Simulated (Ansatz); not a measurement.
BN:

```
CELL_PARAMETERS angstrom
1.25112 0.72234 3.37293
-1.25112 0.72234 3.37293
0.00000 -1.44467 3.37293
ATOMIC_POSITIONS crystal
N 0.66724 0.66724 0.66724
B 0.00033 0.00033 0.00033
```

The cell is a database's computed one.

Below is the output of Ansatz 0.2.0 for this cell. Logs are shortened: lines on timing, memory, paths and dates and some standing lists are left out, and cuts for length are marked.

```text
Warning: RAYON_NUM_THREADS=2 ignored (pool sized by the plan → 2); use --threads N
basis.fft_grid_basis auto: the FFT boxes are laid along the combinations [[1, -1, 0], [0, 1, 0], [0, -1, 1]] of the cell's own vectors, 2.502, 3.669 and 2.502 Å long. The dense box has 18×25×18 points. Along the cell's own vectors, as sized, it would have 25×25×25, 1.93 times as many. Of the 6 symmetry operations that the crystal satisfies within crystal.symmetry.tolerance (time reversal apart; of a slab, those that keep its plane) the dense box along the cell's own vectors carries 6, and the one as laid loses 4 of those. basis.fft_grid_basis: typed keeps the cell's own vectors: state it where this run's energies or levels are differenced outside the engine with another run's, or held beside a run that keeps those vectors. Those combinations have planes normal to reciprocal vector 3, as the cell's own vectors have. Each planar average written beside output.write_density, output.write_potential has a row for each plane of the box: 18. The volumetric files lie along those combinations, not along the cell's own vectors: a cube or XSF file states them, and fields.json those of NumPy files.
Engine: ansatz 0.2.0, aarch64-unknown-linux-gnu
Pseudopotentials: kind: paw
Pseudopotential: N, paw, valence charge 5, recommended cutoff 420 eV (normal), N.paw.azcp
Pseudopotential: B, paw, valence charge 3, recommended cutoff 420 eV (normal), B.paw.azcp
Functional definition: PBE
  parameter kappa = 0.804
  parameter beta = 0.06672455060314922
  exchange = pbe_x(kappa = kappa, mu = beta*pi^2/3)
  correlation = pbe_c(beta = beta)
Crystal: 2 atoms, lattice volume = 18.289 Å³
Basis set: ecut = 420 eV, 359 PW (Γ), FFT grids on a1−a2, a2, −a2+a3, exchange–correlation on 36×50×36 points (8 copies of the dense FFT grid, shifted against one another)
Bands: 8, of which v1, the nominal top of the filled ones, is band 4 counted from 1 (3 counted from 0)
Symmetry: 6 space group operations
Space group: R3m (ITA 160), of the structure as read, at distance tolerance 2.6e-5 Å
k-points: 189 of 1728 (time reversal used)
Non-local potential: N, projectors of the file, l = 0: 2, l = 1: 2, l = 2: 1
Non-local potential: B, projectors of the file, l = 0: 2, l = 1: 2, l = 2: 1
PAW form: soft (Blöchl's): semilocal exchange-correlation on the pseudo side does not see the compensation charge
PAW one-centre angular grid: N, 110 points (default); XC on 64 Gauss nodes
PAW one-centre angular grid: B, 110 points (default); XC on 64 Gauss nodes
Initial density: superposition of atomic densities (neutral atoms: chi_scale 0, normalization atom), corrected by the library's trained network
Initial wavefunctions: pseudopotential atomic-orbital guess
Functional: x = pbe(κ = 0.804, μ = 0.2195149727645171), c = pbe(β = 0.06672455060314922)
SCF iter   1: F=—  HF=-542.407110 eV  |F-HF|=—  |Δ(HF+E_count)|=         —  Δρ=1.67e-3  dr2=1.82e-4  ethr=1.77e-3  ⟨swp⟩=5.0  Hψ=10348  notcnv=0
preconditioner: auto → none  [insulator: Δε(μ)=4.278 eV  Ē_g=18.584 eV  σ=0.015 eV  W_gap=1.00  n_scr=2 (ndim 8)  ℏωp=24.6 eV  f_vac=0.007  D(μ)=0.00/eV (n_scr^D=0)  ε∞_Penn≈2.7]
SCF iter   2: F=—  HF=-542.408031 eV  |F-HF|=—  |Δ(HF+E_count)|=   9.21e-4  Δρ=8.60e-4  dr2=3.07e-5  ethr=2.28e-6  ⟨swp⟩=2.0  Hψ=4536  notcnv=0
SCF iter   3: F=—  HF=-542.408199 eV  |F-HF|=—  |Δ(HF+E_count)|=   1.69e-4  Δρ=4.24e-4  dr2=6.54e-6  ethr=3.83e-7  ⟨swp⟩=2.0  Hψ=2611  notcnv=0
SCF iter   4: F=—  HF=-542.408254 eV  |F-HF|=—  |Δ(HF+E_count)|=   5.49e-5  Δρ=4.06e-5  dr2=1.52e-7  ethr=8.18e-8  ⟨swp⟩=2.0  Hψ=2823  notcnv=0
iter 5 did not close the SCF: its close was put off for the readings that it lacked (scf_convergence_deferred on its scf_iter line)
SCF iter   5: F=-542.408254 eV  HF=-542.408254 eV  |F-HF|=2.86e-8  |Δ(HF+E_count)|=   1.32e-8  Δρ=1.57e-5  dr2=1.69e-8  ethr=1.90e-9  ⟨swp⟩=2.0  Hψ=2234  notcnv=0
SCF iter   6: F=-542.408254 eV  HF=-542.408254 eV  |F-HF|=2.75e-10  |Δ(HF+E_count)|=   3.31e-8  Δρ=2.10e-6  dr2=3.91e-10  ethr=2.11e-10  ⟨swp⟩=5.1  Hψ=7199  notcnv=0
SCF 1 converged in 6 iterations: F = -542.408254 eV  dr2 = 3.91e-10
  greatest PAW one-centre occupation: 0.798 electrons in one spin orbital (limit 2), on the N atom at site 0 (counted from 0), in its partial waves of l = 0
SCF converged after 6 iterations
Free energy (F): -542.408254 eV
Harris-Foulkes:  -542.408254 eV  (|F-HF|=2.75e-10)
Internal energy: -542.408254 eV  (E = F + TS)
E sigma→0 (E₀):  -542.408254 eV
Fermi energy:    6.715429 eV
--- Per-component energies (eV) ---
  E_band       = -20.283805
  E_kinetic    = 183.510293
  E_local      = -354.682367  (includes V_loc(G=0)·N_el)
  E_nonlocal   = 57.848669
  E_hartree    = 115.161034
  E_xc         = -92.229673
  E_vxc        = -114.425448  (∫ρ·V_xc dr)
  E_paw        = -206.831311  (= ΣΔE_a)
  E_vpaw       = -22.857004  (= ΣTr[D̂ρ^β])
  E_aug_tail   = 0.000098  (compensation charges beyond the density's cutoff)
  E_ewald      = -245.184997
  E_smearing   = -0.000000  (= −TS)
  E_closure    = -0.000000  (closes the sum)
  Σ components = -542.408254   (vs F -542.408254, Δ=0.00e0)
--- Forces (eV/Å), atoms counted from 1 ---
  atom   1  N      0.00000000    -0.00000000    -0.00298060
  atom   2  B      0.00000000     0.00000000     0.00296348
  max |Σ_I F_I| component: 1.71e-5 eV/Å
--- Stress (GPa, compression-positive) ---
        4.159723       0.000000       0.000000
        0.000000       4.159723      -0.000000
        0.000000      -0.000000       2.365568
  P = ⅓ Tr σ = 3.5617 GPa (35.617 kbar)
--- Band table (eV; the first three rows and the last of 189) ---
  k-point 0: bands = ["-13.2031", "0.3910", "3.2845", "3.2845", "9.7420", "16.2784", "16.2784", "17.7013"]
  k-point 1: bands = ["-13.0654", "0.5400", "2.7164", "3.0273", "10.0245", "16.2065", "16.8689", "17.2303"]
  k-point 2: bands = ["-12.6601", "0.9719", "1.3024", "2.4009", "10.7669", "15.9196", "16.1191", "18.4751"]
  k-point 188: bands = ["-12.9444", "-1.5604", "3.2673", "3.2673", "14.6828", "16.2081", "16.2081", "16.7919"]
```

**Question.** What input gives this log?

**Answer.** Single point with PBE, no spin polarisation. The files as run (others can give the same):

input.yaml
```yaml
crystal:
  lattice:
    - [1.2511217832, 0.7223354983, 3.3729344033]
    - [-1.2511217832, 0.7223354983, 3.3729344033]
    - [0.0, -1.4446709966, 3.3729344033]
  atoms:
    - { symbol: "N", position: [0.6672382, 0.6672382, 0.6672382] }
    - { symbol: B, position: [0.0003288, 0.0003288, 0.0003288] }
hamiltonian:
  xc: pbe
  pseudopotentials: { kind: paw }
kpoints:
  mp_grid: { grid: [12, 12, 12] }
scf:
  occupations: { method: gaussian, width: 0.015 }
output:
  forces: true
  stress: true
  eigenvalues: true
  write_density: true
  write_potential: true
  elf: true
  volumetric_format: npy
```

Potentials or basis: Ansatz PAW.
Run with:
```console
$ ansatz run input.yaml --threads 2 --pin off --max-ram 5632MiB --backend cpu --events-out ev --progress --plain --runs-dir out
```

Caveat: the pressure holds a Pulay correction of +0.6 GPa for the finite cutoff.
